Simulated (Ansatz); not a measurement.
Crystal: FeO.

```
Fe O
1.0
     3.04589    0.00000    0.00000
     0.00000    3.04589    0.00000
     0.00000    0.00000    5.46421
Fe O
2 2
Direct
  0.50000 0.00000 0.50000
  0.00000 0.50000 0.00000
  0.50000 0.50000 0.25000
  0.50000 0.50000 0.75000
```

The cell comes from a database or a generator and needn't be the stable form of this composition.

Base run:

* Program: Ansatz 0.2.0
* Functional: PBEsol
* Potentials or basis: Ansatz PAW
* Cutoff: 420 eV (not typed: the program's choice for these potentials)
* k mesh: 9 × 9 × 5
* Occupations: fermi-dirac, width 0.05 eV
* Spin: no spin polarisation

Its results: band gap on the k mesh none (metal or under the smearing width); pressure -37.5 GPa.

Question: The run is repeated on the same cell with these changes: spin from no spin polarisation to collinear spin, ferrimagnetic start. What comes out?

Answer: Band gap on the k mesh none (metal or under the smearing width); pressure -18.4 GPa; net moment 0.00 μB per cell; site moments Fe +3.13, -3.13; O -0.00 μB.

Caveats: semilocal functionals often make such compounds metallic where correlation or magnetic order opens a gap, which also shifts bond lengths; the PAW data sets come from PBE, with cores solved anew for the run's functional, which leaves a small shift of forces and pressure; a pressure of tens of GPa on the cell as given is suspect, and the run, the potentials or the cell itself is likely at fault (some runs).
